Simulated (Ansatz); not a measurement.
The calculation used Ansatz, DFT PBE, scalar-relativistic, plane waves, PAW. All cells share a 420 eV cutoff and Γ-centred k meshes spaced at most about 0.3 Å⁻¹ (about 0.25 or finer for metals, 2π included). No spin polarisation.

Each guess is relaxed in cell and atoms at zero pressure, on a coarse mesh first where it starts far from rest and then on a converged one. The steps can't lower the symmetry of the start, but it can rise. Energies are static (0 K, no zero-point motion).

Two unrelaxed guesses for Bi₂Te₃:

A.

```
CELL_PARAMETERS angstrom
5.50303 0.00000 0.00000
-2.75151 4.76576 0.00000
0.00000 0.00000 6.13974
ATOMIC_POSITIONS crystal
Bi 0.33333 0.66667 0.00000
Bi 0.66667 0.33333 0.50000
Te 0.16313 0.83687 0.50000
Te 0.16313 0.32626 0.50000
Te 0.67374 0.83687 0.50000
```

B.

```
CELL_PARAMETERS angstrom
-3.02184 3.02184 5.30906
3.02184 -3.02184 5.30906
3.02184 3.02184 -5.30906
ATOMIC_POSITIONS crystal
Bi 0.13082 0.13082 0.00000
Bi 0.86918 0.86918 0.00000
Te 0.29751 0.29751 0.00000
Te 0.70249 0.70249 0.00000
Te 0.50000 0.50000 0.00000
```

Question: Do they relax into the same structure? If not, which is lower?

Answer: No. B ends lower, by 159 meV/atom. A: P-6m2 at 32.2 Å³/atom → P-6m2 at 38.2 Å³/atom; B: I4/mmm at 38.8 Å³/atom → I4/mmm at 32.5 Å³/atom. Counting Te atoms around Bi (those within 1.25 times the shortest such distance or 1.15 times the sum of covalent radii, 1.27 where that leaves under three; a plus sign parts nearer from farther groups; the shortest distance is added where it exceeds 1.18 times the sum of covalent radii; a slash parts the counts of unlike sites), the end of A has Bi 6/6 from 3.5 Å and the end of B has Bi 5+4. End of A. Conventional cell: a = 7.060 Å, c = 4.425 Å. Bi on its first site is surrounded by 6 Te at 3.13 Å; around Bi on its second site lie 6 Te at 3.53 Å; around Te lie 2 Bi at 3.13 Å, 2 Te at 3.22 Å, 2 Bi at 3.53 Å and 2 Te at 3.84 Å. End of B. Conventional cell: a = 4.304 Å, c = 17.529 Å. Bi is surrounded by 5 Te at 3.21–3.38 Å and 4 Te at 3.75 Å; around Te on a site of symmetry 4mm lie 1 Te at 3.20 Å and 5 Bi at 3.21–3.38 Å; around Te on a site of symmetry 4/mmm lie 2 Te at 3.20 Å and 8 Bi at 3.75 Å.

Ends held by symmetry can be saddle points. Neither end is the lowest form computed: that has the tetradymite type, space group R-3m (No. 166), is reached from a cell as deposited in COD and lies 0.33 eV/atom below the better end. Even the lowest of the cells shown lies +0.09 eV/atom against the elements. Spin–orbit coupling, which can matter for Bi and Te, is left out. Some structure types and database cells were kept out of the candidates from the start, so a known form may be missing.
